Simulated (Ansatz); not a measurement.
# Sb (Pm-3m) in Ansatz: equation of state

Aim: energy against volume of Sb in PBE, for its equilibrium volume and stiffness.

Everything below comes from runs of Ansatz 0.2.0. Logs are shortened: lines on timing, memory, paths and dates and some standing lists are left out, and cuts for length are marked.

### Step 1. The crystal as given

It takes space group Pm-3m (No. 221, cubic). Conventional cell: a = 3.160 Å, b = 3.160 Å, c = 3.160 Å, α = 90.00°, β = 90.00°, γ = 90.00°. Around Sb (site symmetry m-3m) lie 6 Sb at 3.16 Å.

This isn't the form of Sb at room conditions, which is rhombohedral.

### Step 2. Equation of state, PBE

Potentials or basis: all-electron LAPW, scalar-relativistic.

No new run: the results of the series are fitted here.

What came out:

| Property | Result |
| --- | --- |
| Equilibrium volume | 30.21 Å³/atom |
| Bulk modulus | 57 GPa |
| Pressure derivative of the bulk modulus | 4.8 |

Energy against volume, from the lowest point:
```
volume (Å³/atom)  energy (meV/atom)
          29.661               1.80
          30.292               0.00
          30.923               2.83
          31.554               9.77
          32.186              20.35
          32.817              34.16
          33.448              50.81
```

Spin-orbit coupling is left out, which matters for the levels of Sb.
